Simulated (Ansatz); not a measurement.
Cs2AgBiBr6:

```
Bi Cs Ag Br
1.0
     0.00000    5.61610    5.61610
     5.61610    0.00000    5.61610
     5.61610    5.61610    0.00000
Bi Cs Ag Br
1 2 1 6
Direct
  0.00000 0.00000 0.00000
  0.75000 0.75000 0.75000
  0.25000 0.25000 0.25000
  0.50000 0.50000 0.50000
  0.74945 0.74945 0.25055
  0.25055 0.25055 0.74945
  0.74945 0.25055 0.25055
  0.74945 0.25055 0.74945
  0.25055 0.74945 0.74945
  0.25055 0.74945 0.25055
```

Base run:

| Quantity | Value |
| --- | --- |
| Program | Ansatz 0.2.0 |
| Functional | RPBE |
| Potentials or basis | Ansatz PAW |
| Cutoff | 420 eV (not typed: the program's choice for these potentials) |
| k mesh | 4 × 4 × 4 |
| Occupations | fermi-dirac, width 0.05 eV |
| Spin | no spin polarisation |

Its results: band gap on the k mesh 1.34 eV, indirect (least direct gap 2.53 eV); pressure 3.5 GPa; largest force 0.249 eV/Å.

The run is repeated on the same cell with these changes: functional from RPBE to BLYP. What comes out?

Band gap on the k mesh 1.29 eV, indirect (least direct gap 2.48 eV); pressure 3.7 GPa; largest force 0.342 eV/Å.

Caveats: spin-orbit coupling is left out, which as a rule narrows the gap of such compounds by several tenths of an eV; the PAW data sets come from PBE, with cores solved anew for the run's functional, which leaves a small shift of forces and pressure.
